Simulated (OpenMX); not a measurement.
Crystal: Bi2Se3 (Paraguanajuatite).

```
Bi Se
1.0
     2.07150    1.19598    9.54533
    -2.07150    1.19598    9.54533
     0.00000   -2.39196    9.54533
Bi Se
2 3
Direct
  0.59920 0.59920 0.59920
  0.40080 0.40080 0.40080
  0.78830 0.78830 0.78830
  0.21170 0.21170 0.21170
  0.00000 0.00000 0.00000
```

Base run:

| Property | Result |
| --- | --- |
| Program | OpenMX 3.8.5 |
| Functional | PBE |
| Potentials or basis | OpenMX 2013 PBE set, Bi8.0-s3p2d2, Se7.0-s3p2d1, grid cutoff 500 Ry |
| k mesh | 9 × 9 × 9 |
| Occupations | fermi-dirac, width 0.05 eV |
| Spin | no spin polarisation |

Its results: band gap on the k mesh 0.24 eV, direct; pressure 5.5 GPa; largest force 0.737 eV/Å.

Task: The run is repeated on the same cell with these changes: potentials or basis from OpenMX 2013 PBE set, Bi8.0-s3p2d2, Se7.0-s3p2d1, grid cutoff 500 Ry to OpenMX 2013 PBE set, Bi8.0-s3p2d2f1, Se7.0-s3p2d2, grid cutoff 500 Ry. What comes out?

Result: Band gap on the k mesh 0.16 eV, direct; pressure 5.1 GPa; largest force 0.585 eV/Å.

Caveats: spin-orbit coupling is left out, which as a rule narrows the gap of such compounds by several tenths of an eV; the basis of atomic orbitals isn't converged, which shifts pressures, moduli and gaps.
